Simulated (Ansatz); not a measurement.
# Li2O: properties at the relaxed cell

The task here is to estimate one member of a computed series from the others.

Computed with Ansatz 0.2.0 (DFT PBE, scalar-relativistic, plane waves, PAW, unless a step's input says otherwise).

1 further run of the same task is left out (set aside as unsound or not needed).

### The starting structure

It takes space group Fm-3m (No. 225, cubic). The conventional cell has a = 4.626 Å, b = 4.626 Å, c = 4.626 Å, α = 90.00°, β = 90.00°, γ = 90.00°. Li (site symmetry -43m) has 4 O at 2.00 Å as nearest neighbours. O (site symmetry m-3m) is surrounded by 8 Li at 2.00 Å.

Structure file:

```cif
data_structure
_symmetry_space_group_name_H-M 'Fm-3m'
_symmetry_Int_Tables_number 225
_cell_length_a 4.6261
_cell_length_b 4.6261
_cell_length_c 4.6261
_cell_angle_alpha 90.000
_cell_angle_beta 90.000
_cell_angle_gamma 90.000
_cell_volume 99.00
loop_
_atom_site_label
_atom_site_type_symbol
_atom_site_symmetry_multiplicity
_atom_site_Wyckoff_symbol
_atom_site_fract_x
_atom_site_fract_y
_atom_site_fract_z
_atom_site_occupancy
Li1 Li 8 c 0.25000 0.75000 0.75000 1
O1 O 4 a 0.00000 0.00000 0.00000 1
```

It is the result of an earlier relaxation at this level (volume 8.25 Å³/atom; gap on the mesh: 4.98 eV).

The first run:

The input, input.yaml:

```yaml
crystal:
  lattice:
    - [0.0, 2.3130253892, 2.3130253892]
    - [2.3130253892, 0.0, 2.3130253892]
    - [2.3130253892, 2.3130253892, 0.0]
  atoms:
    - { symbol: Li, position: [0.25, 0.25, 0.25] }
    - { symbol: Li, position: [0.75, 0.75, 0.75] }
    - { symbol: O, position: [0.0, 0.0, 0.0] }
basis:
  ecutwfc: 420
kpoints:
  mp_grid: { grid: [8, 8, 8] }
  band_path:
    path:
      - [[0.0, 0.0, 0.0], [0.5, 0.0, 0.5], [0.625, 0.25, 0.625]]
      - [[0.375, 0.375, 0.75], [0.0, 0.0, 0.0], [0.5, 0.5, 0.5], [0.5, 0.25, 0.75], [0.5, 0.0, 0.5]]
    npoints: 14
hamiltonian:
  xc: pbe
scf:
  occupations: { method: gaussian, width: 0.02 }
  n_extra_bands: 7
output:
  forces: true
  stress: true
  eigenvalues: true
  populations: true
  dos: { projected: true, de: 0.02, nscf_kmesh: { grid: [12, 12, 12] } }
  bader: true
```

On the command line:

```console
> ansatz run input.yaml --threads 1 --pin off --max-ram 2560MiB --backend cpu --events-out ev --progress --plain --runs-dir out
```

Steps of the session up to this table: Bands, states and charges; Band edges anywhere in the zone; Eigenvalues a small step from each edge; Back to the database's cell; The cell scaled to 0.97 of its volume; Point at V/V0 = 1.03; The cell scaled to 0.94 of its volume; The cell scaled to 1.06 of its volume; Point at V/V0 = 0.91; Volume × 1.10; Volume × 0.88.

One of the session's tables, all rows but one given; the rest of the session is left out.

It belongs to the step «Energy against volume». 

```
volume (Å³/atom)  energy above the lowest point (meV/atom)  pressure (GPa)  gap on the mesh (eV)
           7.260                                      36.2           12.98                  5.23
           7.507                                      19.3            8.98                  5.17
           7.755                                       8.1            5.54                  5.10
           8.002                                       1.9            2.57                  5.04
           8.250                                       0.0            0.00                  4.98
           8.497                                         ?               ?                     ?
           8.745                                       6.7           -4.13                  4.82
           9.075                                      17.5           -6.30                  4.57
```

Q: Estimate the row for volume (Å³/atom) = 8.497 from the others.

Worked estimate for «energy above the lowest point (meV/atom)». A straight line through the neighbours (8.250, 0.0) and (8.745, 6.7) gives 0.0 + (6.7 − 0.0) × (8.497 − 8.250) / (8.745 − 8.250) = 3.3; a parabola fitted to 4 rows on both sides gives 1.8.

As computed: energy above the lowest point (meV/atom): 1.7; pressure (GPa): -2.21; gap on the mesh (eV): 4.92. In «energy above the lowest point (meV/atom)» the line misses by +1.6 and the parabola by +0.1.

Caveats from the session: The absorption edge (5.4 eV along x) is to be set beside the least direct gap on the SCF mesh, 5.24 eV; the indirect gap of 4.98 eV gives no absorption without phonons.
